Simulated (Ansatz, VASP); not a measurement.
One calculation of HfO2, two programs

File INCAR:

```
SYSTEM = HfO2
PREC = Accurate
ENCUT = 520
EDIFF = 1E-6
ISMEAR = 0
SIGMA = 0.01
LREAL = .FALSE.
LASPH = .TRUE.
NELM = 100
ALGO = Normal
ISIF = 2
LWAVE = .FALSE.
LCHARG = .TRUE.
GGA = PE
LELF = .TRUE.
LVHAR = .TRUE.
NBANDS = 18
```

KPOINTS

```
Automatic mesh
0
G
  6 6 6
  0 0 0
```

POSCAR

```
HfO2
1.0
    0.0000000000      2.5575000000      2.5575000000
    2.5575000000      0.0000000000      2.5575000000
    2.5575000000      2.5575000000      0.0000000000
Hf O
1 2
Direct
    0.0000000000      0.0000000000      0.0000000000
    0.2500000000      0.2500000000      0.2500000000
    0.7500000000      0.7500000000      0.7500000000
```

Input for Ansatz:

```yaml
crystal:
  lattice:
    - [0.0, 2.5575, 2.5575]
    - [2.5575, 0.0, 2.5575]
    - [2.5575, 2.5575, 0.0]
  atoms:
    - { symbol: Hf, position: [0.0, 0.0, 0.0] }
    - { symbol: O, position: [0.25, 0.25, 0.25] }
    - { symbol: O, position: [0.75, 0.75, 0.75] }
kpoints:
  mp_grid:
    grid: [6, 6, 6]
hamiltonian:
  xc: pbe
  pseudopotentials:
    kind: paw
scf:
  convergence:
    dr2_threshold: 1.0e-10
  occupations:
    method: fixed
output:
  forces: true
  stress: true
  eigenvalues: true
```

Measurements of this composition are mostly on another form, of space group No. 14.

Alike in both runs: task single point; functional PBE; k mesh 6 × 6 × 6; no spin polarisation.

|  | VASP | Ansatz |
| --- | --- | --- |
| version | VASP 6.6.1 | Ansatz 0.2.0 |
| potentials or method | VASP PAW PBE potentials, release 64 (Hf_pv, O) | plane waves, PAW |
| plane-wave cutoff (eV) | 520 | 420 |
| occupations | gaussian, width 0.01 eV | fixed |
| valence electrons in the cell | 22 | 38 |

VASP gave:

* gap on the k mesh at the Fermi level (eV): 3.73
* pressure (GPa): -6.0

Question: Which values does Ansatz return?

Answer: gap on the k mesh at the Fermi level (eV): 3.72; pressure (GPa): -2.5.

The two sets of potentials don't hold the same shells in valence.

Caveats: spin-orbit coupling is left out, which moves the levels of the heavy elements. A k mesh can miss the band edges. PBE gaps usually lie below the measured ones, often by a third to a half.
